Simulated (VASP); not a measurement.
A run of VASP 6.6.1 is set up as follows.

INCAR

```
SYSTEM = Cs2AgBiBr6
PREC = Accurate ; ENCUT = 520
EDIFF = 1E-6 ; ISMEAR = 0
SIGMA = 0.03 ; LREAL = .FALSE.
LASPH = .TRUE. ; NELM = 80
ALGO = Normal ; ISIF = 2
LWAVE = .FALSE. ; LCHARG = .FALSE.
LMAXMIX = 4 ; METAGGA = R2SCAN
LMIXTAU = .TRUE. ; NBANDS = 54
KPAR = 4
```

Contents of KPOINTS:

```
regular mesh
0
G
  4 4 4
  0 0 0
```

POSCAR

```
Cs2AgBiBr6                              
1.0
    0.0000000000      5.5936098718      5.5936098718
    5.5936098718      0.0000000000      5.5936098718
    5.5936098718      5.5936098718      0.0000000000
  Cs              Ag              Bi              Br            
     2     1     1     6
Direct
     0.2500000000000000    0.2500000000000000    0.2500000000000000
     0.7500000000000000    0.7500000000000000    0.7500000000000000
     0.5000000000000000    0.5000000000000000    0.5000000000000000
     0.0000000000000000    0.0000000000000000    0.0000000000000000
     0.2539881990043966    0.7460118009956034    0.2539881990043966
     0.2539881990043966    0.7460118009956034    0.7460118009956034
     0.7460118009956034    0.2539881990043966    0.7460118009956034
     0.7460118009956034    0.2539881990043966    0.2539881990043966
     0.2539881990043966    0.2539881990043966    0.7460118009956034
     0.7460118009956034    0.7460118009956034    0.2539881990043966
```

Contents of KPOINTS_OPT:

```
explicit points
252
Reciprocal
 0.0000000000  0.0000000000  0.0000000000 1
 0.0357142857  0.0000000000  0.0357142857 1
 0.0714285714  0.0000000000  0.0714285714 1
 0.1071428571  0.0000000000  0.1071428571 1
 0.1428571429  0.0000000000  0.1428571429 1
 0.1785714286  0.0000000000  0.1785714286 1
[... 244 lines left out ...]
 0.4778788300  0.0221211700  0.5000000000 1
 0.5221211700 -0.0221211700  0.5000000000 1
```

Potentials or basis: VASP PAW PBE potentials, release 64 (Cs_sv, Ag, Bi_d, Br).

The run is started by

```console
$ cat potpaw_PBE.64/Cs_sv/POTCAR potpaw_PBE.64/Ag/POTCAR potpaw_PBE.64/Bi_d/POTCAR potpaw_PBE.64/Br/POTCAR > POTCAR
$ mpirun -np 4 vasp_std > vasp.out
```

Task: Predict the band gap on the k mesh.

Result: 1.55 eV, indirect (least direct gap 2.76 eV).

Task: Predict the largest force.

Result: 0.106 eV/Å.

Task: What does it give for the band gap along the path?

Result: 1.55 eV, indirect (least direct gap 2.66 eV).

Levels at the corners of the path, in eV from the valence-band top:
```tsv
point	band 41	band 42	band 43	band 44	band 45	band 46
Γ	-1.42	-0.67	-0.67	2.49	2.49	2.49
X	-1.44	-0.68	0.00	2.97	2.97	3.32
X	-1.44	-0.68	0.00	2.97	2.97	3.32
W	-1.67	-1.32	-0.11	2.92	3.16	3.16
W	-1.67	-1.32	-0.11	2.92	3.16	3.16
K	-1.59	-1.05	-0.23	2.58	3.23	3.47
K	-1.59	-1.05	-0.23	2.58	3.23	3.47
Γ	-1.42	-0.67	-0.67	2.49	2.49	2.49
Γ	-1.42	-0.67	-0.67	2.49	2.49	2.49
L	-1.58	-1.35	-1.35	1.55	3.86	3.86
L	-1.58	-1.35	-1.35	1.55	3.86	3.86
U	-1.59	-1.05	-0.23	2.58	3.23	3.47
U	-1.59	-1.05	-0.23	2.58	3.23	3.47
W	-1.67	-1.32	-0.11	2.92	3.16	3.16
W	-1.67	-1.32	-0.11	2.92	3.16	3.16
L	-1.58	-1.35	-1.35	1.55	3.86	3.86
L	-1.58	-1.35	-1.35	1.55	3.86	3.86
K	-1.59	-1.05	-0.23	2.58	3.23	3.47
U	-1.59	-1.05	-0.23	2.58	3.23	3.47
X	-1.44	-0.68	0.00	2.97	2.97	3.32
```

Caveat: the PAW data sets were made with another functional, which shifts forces and pressure a little; spin-orbit coupling is left out, which as a rule narrows the gap of such compounds by several tenths of an eV. r2SCAN opens gaps a little over a GGA but as a rule still falls short of measured ones.
